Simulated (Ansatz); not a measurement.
Calculation for Re (fcc type): DFT, PBE, all-electron LAPW, scalar-relativistic (Ansatz 0.2.0). This run: fcc relaxed under pressure.

The cell comes from a relaxation on PAW files under the same functional, begun from a prototype that needn't be the stable phase.

Command: `ansatz run input.yaml --threads 1 --pin off --max-ram 3584MiB --backend cpu --events-out ev --progress --plain --runs-dir out` It took 110 s on 1 thread of Arm Neoverse V2, with other jobs on the host, peak memory 0.65 GiB.

```yaml
crystal:
  lattice:
    - [0.0, 1.6513767357, 1.6513767357]
    - [1.6513767357, 0.0, 1.6513767357]
    - [1.6513767357, 1.6513767357, 0.0]
  atoms:
    - { symbol: Re, position: [0.0, 0.0, 0.0] }
kpoints:
  mp_grid: { grid: [20, 20, 20] }
scf:
  occupations: { method: fermi_dirac, width: 0.08 }
hamiltonian:
  xc: pbe
  pseudopotentials: { kind: all_electron, lapw: { basis_error: 0.0005 } }
output:
  forces: true
  stress: true
  eigenvalues: true
relax:
  f_tol: 0.005
  max_steps: 12
  cell: { p_target: 540.0, stress_tol: 0.27 }
```

Output:

```
The last accepted step is kept in <dir> (removed where the run ends without a failure and the disk answers)
LAPW: plane waves up to 11.434 Å⁻¹, error target 5.0e-4 eV per atom; small_component_spin mean_spin; Re in spheres of 1.133 Å, 47 of its electrons in bands, Dirac shells [] (how accurate: hamiltonian.pseudopotentials.lapw.basis_error, Limitations)
Engine: ansatz 0.2.0
Pseudopotentials: kind: all_electron
Pseudopotential: Re, LAPW, valence charge 47, lapw/all_electron/scalar/gaussian/Re, Koelling and Harmon's equation, gaussian nucleus
Functional definition: PBE
  parameter kappa = 0.804
  parameter beta = 0.06672455060314922
  exchange = pbe_x(kappa = kappa, mu = beta*pi^2/3)
  correlation = pbe_c(beta = beta)
Crystal: 1 atoms, lattice volume = 9.007 Å³
Basis set: ecut = 498.0780680505161 eV, 259 PW (Γ), exchange–correlation at level 2
Bands: 29, of which v1, the nominal top of the filled ones, is band 24 counted from 1 (23 counted from 0)
Symmetry: 48 space group operations
Space group: Fm-3m (ITA 225), of the structure as read, at distance tolerance 2.1e-5 Å
k-points: 256 of 8000
Non-local potential: Re, projectors of the file, none
Initial density: superposition of atomic densities (chi_scale 0.1, normalization cell)
Initial wavefunctions: plane waves of lowest kinetic energy (no species holds an atomic orbital)
Functional: x = pbe(κ = 0.804, μ = 0.2195149727645171), c = pbe(β = 0.06672455060314922)
iter 1 solved again at ethr=7.83e-5 eV; its pass at ethr=1.00e-1 eV (dr2=3.68e-2 eV) is discarded
SCF iter   1: F=—  HF=-454146.478437 eV  |F-HF|=—  |Δ(HF+E_count)|=         —  Δρ=3.29e-2  dr2=3.70e-2  ethr=7.83e-5  ⟨swp⟩=3.0  Hψ=47707  notcnv=0
preconditioner: auto → none  [metal: Δε(μ)=0.036 eV  Ē_g=43.817 eV  σ=0.080 eV  W_gap=0.11  n_scr=8 (ndim 8)  ℏωp=64.3 eV  f_vac=0.000  D(μ)=0.63/eV (n_scr^D=8)  sad-step TF]
SCF iter   2: F=—  HF=-454146.405692 eV  |F-HF|=—  |Δ(HF+E_count)|=   7.27e-2  Δρ=1.84e-2  dr2=1.44e-2  ethr=7.83e-5  ⟨swp⟩=2.0  Hψ=21617  notcnv=0
SCF iter   3: F=—  HF=-454146.396700 eV  |F-HF|=—  |Δ(HF+E_count)|=   8.99e-3  Δρ=9.04e-3  dr2=3.29e-3  ethr=3.06e-5  ⟨swp⟩=2.0  Hψ=21437  notcnv=0
SCF iter   4: F=—  HF=-454146.396047 eV  |F-HF|=—  |Δ(HF+E_count)|=   6.53e-4  Δρ=3.83e-3  dr2=5.66e-4  ethr=7.00e-6  ⟨swp⟩=2.0  Hψ=21437  notcnv=0
iter 5 solved again at ethr=5.87e-8 eV; its pass at ethr=1.20e-6 eV (dr2=2.76e-5 eV) is discarded
SCF iter   5: F=—  HF=-454146.395861 eV  |F-HF|=—  |Δ(HF+E_count)|=   1.85e-4  Δρ=8.47e-4  dr2=2.76e-5  ethr=5.87e-8  ⟨swp⟩=2.0  Hψ=36474  notcnv=0
SCF iter   6: F=—  HF=-454146.395855 eV  |F-HF|=—  |Δ(HF+E_count)|=   6.46e-6  Δρ=9.18e-5  dr2=3.19e-7  ethr=5.87e-8  ⟨swp⟩=2.0  Hψ=21437  notcnv=0
SCF iter   7: F=-454146.395855 eV  HF=-454146.395855 eV  |F-HF|=2.91e-10  |Δ(HF+E_count)|=   6.25e-8  Δρ=5.10e-6  dr2=9.29e-10  ethr=6.79e-10  ⟨swp⟩=2.1  Hψ=21462  notcnv=0
SCF 1 converged in 7 iterations: F = -454146.395855 eV  dr2 = 9.29e-10
relax step   1: F+E_penalty+E_count = -454146.39585497 eV  Δ(F+E_penalty+E_count) = +0.000e0 eV  max|allowed force component| = 0.000e0 eV/Å  Δτ_max = 0.0000 Å  P = +536.527 GPa  Ω = 9.007 Å³  (7 SCF iters, accepted)
Crystal: 1 atoms, lattice volume = 8.967 Å³
Basis set: ecut = 499.5533139936648 eV, 259 PW (Γ), exchange–correlation at level 2
Initial density: handed on by an earlier stage of this run
Initial wavefunctions: those handed on with the density
iter 1 solved again at ethr=8.55e-10 eV; its pass at ethr=1.00e-1 eV (dr2=4.02e-7 eV) is discarded
SCF iter   1: F=—  HF=-454146.261183 eV  |F-HF|=—  |Δ(HF+E_count)|=         —  Δρ=3.16e-4  dr2=3.75e-6  ethr=8.55e-10  ⟨swp⟩=5.3  Hψ=43193  notcnv=0
eigensolver tolerance schedule calibrated: the retry pair's looser diagonalisation under-reported the residual by θ = 0.89 (0.11/decade); ethr = c·dr2/N_el runs at the constant in force after the calibration composes with the one it found (an armed cap, an earlier calibration), c = 8.2e-2
preconditioner: auto → none  [metal: Δε(μ)=0.015 eV  Ē_g=44.485 eV  σ=0.080 eV  W_gap=0.05  n_scr=8 (ndim 8)  ℏωp=64.4 eV  f_vac=0.000  D(μ)=0.64/eV (n_scr^D=8)]
SCF iter   2: F=—  HF=-454146.261179 eV  |F-HF|=—  |Δ(HF+E_count)|=   3.95e-6  Δρ=1.27e-4  dr2=5.86e-7  ethr=8.55e-10  ⟨swp⟩=3.0  Hψ=22072  notcnv=0
iter 3 solved again at ethr=4.23e-12 eV; its pass at ethr=8.55e-10 eV (dr2=2.43e-9 eV) is discarded
SCF iter   3: F=-454146.261178 eV  HF=-454146.261179 eV  |F-HF|=5.79e-8  |Δ(HF+E_count)|=   5.21e-7  Δρ=8.81e-6  dr2=2.44e-9  ethr=7.20e-12 (applied; sched 4.23e-12)  ⟨swp⟩=2.1  Hψ=36497  notcnv=0
SCF 2 converged in 3 iterations: F = -454146.261178 eV  dr2 = 2.44e-9
relax step   2: F+E_penalty+E_count = -454146.26117847 eV  Δ(F+E_penalty+E_count) = +1.347e-1 eV  max|allowed force component| = 0.000e0 eV/Å  Δτ_max = 0.0000 Å  P = +545.958 GPa  Ω = 8.967 Å³  (3 SCF iters, rejected (line search))
Crystal: 1 atoms, lattice volume = 8.992 Å³
Basis set: ecut = 498.62161024022237 eV, 259 PW (Γ), exchange–correlation at level 2
iter 1 solved again at ethr=1.29e-10 eV; its pass at ethr=1.00e-1 eV (dr2=6.06e-8 eV) is discarded
SCF iter   1: F=—  HF=-454146.346394 eV  |F-HF|=—  |Δ(HF+E_count)|=         —  Δρ=1.93e-4  dr2=1.42e-6  ethr=1.29e-10  ⟨swp⟩=6.1  Hψ=44436  notcnv=0
eigensolver tolerance schedule calibrated: the retry pair's looser diagonalisation under-reported the residual by θ = 0.96 (0.11/decade); ethr = c·dr2/N_el runs at the constant in force after the calibration composes with the one it found (an armed cap, an earlier calibration), c = 8.6e-2
[... lines left out ...]
SCF iter   2: F=—  HF=-454146.346392 eV  |F-HF|=—  |Δ(HF+E_count)|=   1.55e-6  Δρ=7.54e-5  dr2=2.07e-7  ethr=1.29e-10  ⟨swp⟩=3.0  Hψ=22380  notcnv=0
iter 3 solved again at ethr=2.64e-12 eV; its pass at ethr=1.29e-10 eV (dr2=1.44e-9 eV) is discarded
SCF iter   3: F=-454146.346392 eV  HF=-454146.346392 eV  |F-HF|=2.04e-9  |Δ(HF+E_count)|=   1.90e-7  Δρ=6.69e-6  dr2=1.44e-9  ethr=7.20e-12 (applied; sched 2.64e-12)  ⟨swp⟩=2.0  Hψ=36636  notcnv=0
SCF 3 converged in 3 iterations: F = -454146.346392 eV  dr2 = 1.44e-9
relax step   3: F+E_penalty+E_count = -454146.34639176 eV  Δ(F+E_penalty+E_count) = +4.946e-2 eV  max|allowed force component| = 0.000e0 eV/Å  Δτ_max = 0.0000 Å  P = +539.990 GPa  Ω = 8.992 Å³  (3 SCF iters, accepted)
iter 1 solved again at ethr=3.11e-12 eV; its pass at ethr=1.00e-1 eV (dr2=1.46e-9 eV) is discarded
SCF iter   1: F=—  HF=-454146.346392 eV  |F-HF|=—  |Δ(HF+E_count)|=         —  Δρ=6.68e-6  dr2=1.44e-9  ethr=1.46e-11 (applied; sched 3.11e-12)  ⟨swp⟩=6.5  Hψ=44777  notcnv=0  trunc=6  reapply=18
preconditioner: auto → none  [metal: Δε(μ)=0.024 eV  Ē_g=44.444 eV  σ=0.080 eV  W_gap=0.08  n_scr=8 (ndim 8)  ℏωp=64.3 eV  f_vac=0.000  D(μ)=0.64/eV (n_scr^D=8)]
SCF iter   2: F=-454146.346392 eV  HF=-454146.346392 eV  |F-HF|=5.82e-10  |Δ(HF+E_count)|=   3.78e-8  Δρ=3.03e-6  dr2=2.90e-10  ethr=1.02e-11 (applied; sched 3.06e-12)  ⟨swp⟩=2.0  Hψ=21437  notcnv=0
SCF 4 converged in 2 iterations: F = -454146.346392 eV  dr2 = 2.90e-10
relax step   4: F+E_penalty+E_count = -454146.34639178 eV  Δ(F+E_penalty+E_count) = -1.543e-8 eV  max|allowed force component| = 0.000e0 eV/Å  Δτ_max = 0.0000 Å  P = +539.990 GPa  Ω = 8.992 Å³  stress off target by 9.91e-3 GPa  SCF on the basis re-selected at this cell (its energy is not comparable with the rows above)  (2 SCF iters)
basis re-selected at this cell: Δ(F+E_penalty+E_count) = -1.543e-8 eV, ΔP = -0.000 GPa vs the last step (what re-selecting the basis moved, after the strain that the cell walked since its last selection, with what the two solves' SCF thresholds leave and, on support functions, any second-order correction that the steps lacked; it is no measure of the basis error at this ecutwfc). This SCF's stress stands 9.91e-3 GPa from its target on what of the cell is left free (relax.cell.stress_tol is 2.70e-1 GPa) and its largest allowed force component is 0.00e0 eV/Å (relax.f_tol is 5.00e-3 eV/Å): within both
SCF converged after 2 iterations
Free energy (F): -454146.346392 eV
Harris-Foulkes:  -454146.346392 eV  (|F-HF|=5.82e-10)
Internal energy: -454146.333038 eV  (E = F + TS)
E sigma→0 (E₀):  -454146.339715 eV
Entropy (-TS):   -0.013354 eV (-13.354 meV/atom)
Fermi energy:    52.883700 eV
--- Per-component energies (eV) ---
  E_band       = -4811.772945
  E_kinetic    = 510424.756668
  E_xc         = -9059.755587
  E_electrostatic = -955511.334119  (all electrons and nuclei)
  E_smearing   = -0.013354  (= −TS)
  E_closure    = 0.000000  (closes the sum)
  E_atoms      = -454141.422780  (free atoms, spherical and without spin; not in F)
  Σ components = -454146.346392   (vs F -454146.346392, Δ=0.00e0)
  Basis errors (estimates in eV, not in F): energy 1.1e-4 per atom: plane waves 1.0e-4 (5.3e-5 summed), levels above the bands 3.9e-115, relativity 2.0e-8, radial functions 1.4e-5, core shells 5.2e-12; eigenvalues (radial functions only) 3.3e-6; not estimated: angular momenta, meshes, grids; target (lapw.basis_error) 5.0e-4; muffin-tin radii Re 1.132 Å
--- Forces (eV/Å), atoms counted from 1 ---
  atom   1  Re    -0.00000000     0.00000000    -0.00000000
  max |Σ_I F_I| component: 4.73e-30 eV/Å
--- Stress (GPa, compression-positive) ---
      539.990092       0.000000      -0.000000
        0.000000     539.990092       0.000000
       -0.000000       0.000000     539.990092
  P = ⅓ Tr σ = 539.9901 GPa (5399.901 kbar)
--- Band table (eV; the first three rows and the last of 256) ---
  k-point 0: bands = ["-540.7553", "-387.9725", "-387.9725", "-387.9725", "-196.3725", "-196.3725", "-196.3604", "-196.3604", "-196.3604", "-28.2040", "12.4646", "12.4646", "12.4646", "16.0066", "16.0816", "16.0816", "16.0816", "16.2414", "16.2414", "16.2414", "39.9156", "48.6655", "48.6655", "48.6655", "55.0320", "55.0320", "64.9372", "73.5708", "73.5708"]
  k-point 1: bands = ["-540.7553", "-387.9725", "-387.9725", "-387.9725", "-196.3725", "-196.3725", "-196.3604", "-196.3603", "-196.3603", "-28.1830", "12.3029", "12.4470", "12.4470", "16.0097", "16.0804", "16.0836", "16.0836", "16.2372", "16.2372", "16.2416", "40.1497", "48.5097", "48.7709", "48.7709", "54.9008", "54.9008", "65.3595", "72.8121", "73.9705"]
  k-point 2: bands = ["-540.7553", "-387.9725", "-387.9725", "-387.9725", "-196.3725", "-196.3725", "-196.3603", "-196.3603", "-196.3603", "-28.1217", "11.8455", "12.3961", "12.3961", "16.0184", "16.0776", "16.0891", "16.0891", "16.2254", "16.2254", "16.2421", "40.7927", "48.1415", "49.0536", "49.0536", "54.5856", "54.5856", "66.4933", "71.3984", "75.1179"]
  k-point 255: bands = ["-540.7553", "-387.9725", "-387.9725", "-387.9725", "-196.3725", "-196.3724", "-196.3602", "-196.3602", "-196.3600", "-26.9891", "8.8278", "8.8278", "10.3260", "16.0938", "16.0938", "16.1110", "16.1565", "16.1565", "16.1599", "16.1901", "43.7389", "47.6212", "47.6212", "52.6147", "61.9951", "70.3857", "70.3857", "71.1979", "77.1131"]
--- Relaxed structure (3 steps of the walk, 2 accepted, 1 SCFs on fresh bases) ---
  F+E_penalty+E_count = -454146.34639178 eV   max|allowed force component| = 0.000e0 eV/Å   (the final SCF, on the basis selected at the relaxed cell)
  cell:  # Å, volume = 8.9920 Å³
    - [1.0190744065791179e-34, 1.6504764160426788, 1.6504764160426788]
    - [1.6504764160426788, 7.643058049343385e-35, 1.6504764160426788]
    - [1.6504764160426788, 1.6504764160426788, 2.5476860164477947e-35]
  atoms:
    - { symbol: Re, position: [0.0, 0.0, 0.0] }
```

Next run (bcc relaxed under pressure), as changes to the input before:

```diff
   lattice:
-    - [0.0, 1.6513767357, 1.6513767357]
-    - [1.6513767357, 0.0, 1.6513767357]
-    - [1.6513767357, 1.6513767357, 0.0]
+    - [-1.3132796643, 1.3132796643, 1.3132796643]
+    - [1.3132796643, -1.3132796643, 1.3132796643]
+    - [1.3132796643, 1.3132796643, -1.3132796643]
   atoms:
```

Command: `ansatz run input.yaml --threads 1 --pin off --max-ram 3584MiB --backend cpu --events-out ev --progress --plain --runs-dir out` It took 110 s on 1 thread of Arm Neoverse V2, on a shared host, peak memory 0.67 GiB.

Results part of the output:

```
basis re-selected at this cell: Δ(F+E_penalty+E_count) = +1.921e-9 eV, ΔP = +0.000 GPa vs the last step (what re-selecting the basis moved, after the strain that the cell walked since its last selection, with what the two solves' SCF thresholds leave and, on support functions, any second-order correction that the steps lacked; it is no measure of the basis error at this ecutwfc). This SCF's stress stands 1.12e-2 GPa from its target on what of the cell is left free (relax.cell.stress_tol is 2.70e-1 GPa) and its largest allowed force component is 0.00e0 eV/Å (relax.f_tol is 5.00e-3 eV/Å): within both
SCF converged after 2 iterations
Free energy (F): -454146.116216 eV
Harris-Foulkes:  -454146.116216 eV  (|F-HF|=4.66e-10)
Internal energy: -454146.102596 eV  (E = F + TS)
E sigma→0 (E₀):  -454146.109406 eV
Entropy (-TS):   -0.013620 eV (-13.620 meV/atom)
Fermi energy:    53.329297 eV
--- Per-component energies (eV) ---
  E_band       = -4828.750425
  E_kinetic    = 510425.226983
  E_xc         = -9059.521654
  E_electrostatic = -955511.807925  (all electrons and nuclei)
  E_smearing   = -0.013620  (= −TS)
  E_closure    = 0.000000  (closes the sum)
  E_atoms      = -454141.422780  (free atoms, spherical and without spin; not in F)
  Σ components = -454146.116216   (vs F -454146.116216, Δ=0.00e0)
  Basis errors (estimates in eV, not in F): energy 1.4e-4 per atom: plane waves 1.2e-4 (6.3e-5 summed), levels above the bands 9.3e-119, relativity 2.7e-8, radial functions 2.0e-5, core shells 3.8e-11; eigenvalues (radial functions only) 2.6e-6; not estimated: angular momenta, meshes, grids; target (lapw.basis_error) 5.0e-4; muffin-tin radii Re 1.103 Å
--- Forces (eV/Å), atoms counted from 1 ---
  atom   1  Re    -0.00000000     0.00000000     0.00000000
  max |Σ_I F_I| component: 1.45e-29 eV/Å
--- Stress (GPa, compression-positive) ---
      539.988804       0.000000       0.000000
        0.000000     539.988804      -0.000000
        0.000000      -0.000000     539.988804
  P = ⅓ Tr σ = 539.9888 GPa (5399.888 kbar)
--- Band table (eV; the first three rows and the last of 256) ---
  k-point 0: bands = ["-541.1325", "-388.3511", "-388.3511", "-388.3511", "-196.7663", "-196.7663", "-196.7318", "-196.7318", "-196.7318", "-28.5899", "12.0471", "12.0471", "12.0471", "15.6529", "15.6529", "15.6529", "15.8155", "15.8155", "15.8155", "15.9255", "39.5858", "48.3083", "48.3083", "48.3083", "54.3180", "54.3180", "67.8080", "67.8080", "67.8080"]
  k-point 1: bands = ["-541.1325", "-388.3511", "-388.3511", "-388.3511", "-196.7663", "-196.7663", "-196.7318", "-196.7318", "-196.7318", "-28.5681", "11.8907", "12.0037", "12.0444", "15.6543", "15.6559", "15.6562", "15.8107", "15.8132", "15.8148", "15.9214", "39.8307", "48.1594", "48.2890", "48.5401", "54.0275", "54.3087", "68.0279", "68.1566", "68.4954"]
  k-point 2: bands = ["-541.1325", "-388.3511", "-388.3511", "-388.3511", "-196.7663", "-196.7663", "-196.7318", "-196.7318", "-196.7318", "-28.5045", "11.4474", "11.8783", "12.0362", "15.6583", "15.6644", "15.6659", "15.7980", "15.8061", "15.8127", "15.9111", "40.5069", "47.7479", "48.2093", "49.2265", "53.4237", "54.2968", "68.6395", "69.1667", "70.3092"]
  k-point 255: bands = ["-541.1325", "-388.3511", "-388.3511", "-388.3511", "-196.7665", "-196.7665", "-196.7313", "-196.7313", "-196.7313", "-27.0035", "8.5066", "8.5066", "8.5066", "15.6240", "15.7438", "15.7438", "15.7438", "15.8413", "15.8413", "15.8413", "39.7978", "39.7978", "60.5736", "60.5736", "60.5736", "66.0536", "66.0536", "66.0536", "80.2467"]
--- Relaxed structure (3 steps of the walk, 2 accepted, 1 SCFs on fresh bases) ---
  F+E_penalty+E_count = -454146.11621626 eV   max|allowed force component| = 0.000e0 eV/Å   (the final SCF, on the basis selected at the relaxed cell)
  cell:  # Å, volume = 9.0455 Å³
    - [-1.3125742415242327, 1.3125742415242327, 1.3125742415242327]
    - [1.3125742415242327, -1.3125742415242327, 1.3125742415242327]
    - [1.3125742415242327, 1.3125742415242327, -1.3125742415242327]
  atoms:
    - { symbol: Re, position: [0.0, 0.0, 0.0] }
```

Next run (hcp relaxed under pressure), as changes to the input before:

```diff
   lattice:
-    - [-1.3132796643, 1.3132796643, 1.3132796643]
-    - [1.3132796643, -1.3132796643, 1.3132796643]
-    - [1.3132796643, 1.3132796643, -1.3132796643]
+    - [2.3437550227, 0.0, 0.0]
+    - [-1.1718775113, 2.0297513899, 0.0]
+    - [0.0, 0.0, 3.7785701409]
   atoms:
-    - { symbol: Re, position: [0.0, 0.0, 0.0] }
+    - { symbol: Re, position: [0.3333333333, 0.6666666667, 0.25] }
+    - { symbol: Re, position: [0.6666666667, 0.3333333333, 0.75] }
 kpoints:
-  mp_grid: { grid: [20, 20, 20] }
+  mp_grid: { grid: [19, 19, 10] }
 scf:
```

Results part of the output:

```
basis re-selected at this cell: Δ(F+E_penalty+E_count) = +1.548e-8 eV, ΔP = +0.000 GPa vs the last step (what re-selecting the basis moved, after the strain that the cell walked since its last selection, with what the two solves' SCF thresholds leave and, on support functions, any second-order correction that the steps lacked; it is no measure of the basis error at this ecutwfc). This SCF's stress stands 3.67e-2 GPa from its target on what of the cell is left free (relax.cell.stress_tol is 2.70e-1 GPa) and its largest allowed force component is 9.71e-17 eV/Å (relax.f_tol is 5.00e-3 eV/Å): within both
SCF converged after 2 iterations
Free energy (F): -908292.886062 eV
Harris-Foulkes:  -908292.886062 eV  (|F-HF|=4.66e-10)
Internal energy: -908292.865440 eV  (E = F + TS)
E sigma→0 (E₀):  -908292.875751 eV
Entropy (-TS):   -0.020622 eV (-10.311 meV/atom)
Fermi energy:    52.727846 eV
--- Per-component energies (eV) ---
  E_band       = -9613.178255
  E_kinetic    = 1020849.121846
  E_xc         = -18119.678203
[... lines left out ...]
  k-point 1: bands = ["-540.6383", "-540.6383", "-387.8559", "-387.8559", "-387.8559", "-387.8559", "-387.8549", "-387.8549", "-196.2484", "-196.2484", "-196.2483", "-196.2483", "-196.2479", "-196.2479", "-196.2478", "-196.2477", "-196.2477", "-196.2477", "-28.0756", "-27.1619", "7.1865", "11.8158", "11.8158", "12.4955", "12.5397", "12.5397", "16.1394", "16.1615", "16.1656", "16.2176", "16.2176", "16.2425", "16.2425", "16.2703", "16.2703", "16.2778", "16.3326", "16.3326", "16.3543", "16.3619", "40.2658", "41.5510", "48.6390", "48.6390", "48.7794", "50.3550", "50.3550", "52.5727", "52.5727", "55.6590", "58.3104", "58.3104", "64.9808", "67.9361", "69.2123", "74.8814", "77.9298"]
  k-point 2: bands = ["-540.6383", "-540.6383", "-387.8559", "-387.8559", "-387.8559", "-387.8559", "-387.8549", "-387.8549", "-196.2484", "-196.2484", "-196.2484", "-196.2484", "-196.2479", "-196.2479", "-196.2478", "-196.2477", "-196.2477", "-196.2477", "-28.0110", "-27.2341", "7.5280", "11.8678", "11.8678", "12.0206", "12.4834", "12.4834", "16.1327", "16.1570", "16.1832", "16.2104", "16.2104", "16.2322", "16.2322", "16.2725", "16.2850", "16.2850", "16.3377", "16.3377", "16.3549", "16.3614", "40.9189", "41.7907", "48.4295", "48.4295", "48.4819", "49.9372", "49.9372", "53.4472", "53.4472", "54.2907", "58.5301", "58.5301", "64.4211", "68.3908", "71.4162", "73.6738", "76.1521"]
  k-point 239: bands = ["-540.6383", "-540.6383", "-387.8559", "-387.8559", "-387.8559", "-387.8559", "-387.8549", "-387.8549", "-196.2482", "-196.2482", "-196.2482", "-196.2482", "-196.2479", "-196.2479", "-196.2478", "-196.2478", "-196.2475", "-196.2475", "-26.9628", "-26.9628", "8.1003", "8.1003", "9.2860", "9.2860", "11.6745", "11.6745", "16.1907", "16.1907", "16.2247", "16.2247", "16.2542", "16.2542", "16.2605", "16.2605", "16.2702", "16.2702", "16.2804", "16.2804", "16.3034", "16.3034", "43.9965", "43.9965", "46.0332", "46.0332", "49.8033", "49.8033", "52.0377", "52.0377", "58.4523", "58.4523", "69.4074", "69.4074", "71.4521", "71.4521", "74.9150", "74.9150", "78.8496"]
--- Relaxed structure (3 steps of the walk, 2 accepted, 1 SCFs on fresh bases) ---
  F+E_penalty+E_count = -908292.88606215 eV   max|allowed force component| = 9.714e-17 eV/Å   (the final SCF, on the basis selected at the relaxed cell)
  cell:  # Å, volume = 17.9461 Å³
    - [2.3425077475323732, -2.885222148906677e-11, 0.0]
    - [-1.1712538737412, 2.0286712179393254, 0.0]
    - [0.0, 0.0, 3.7763930840151123]
  atoms:
    - { symbol: Re, position: [0.33333333333333326, 0.6666666666666666, 0.25000000000000006] }
    - { symbol: Re, position: [0.6666666666666667, 0.3333333333333333, 0.7500000000000001] }
```

Spin–orbit coupling is left out, which matters for the heavy atoms.
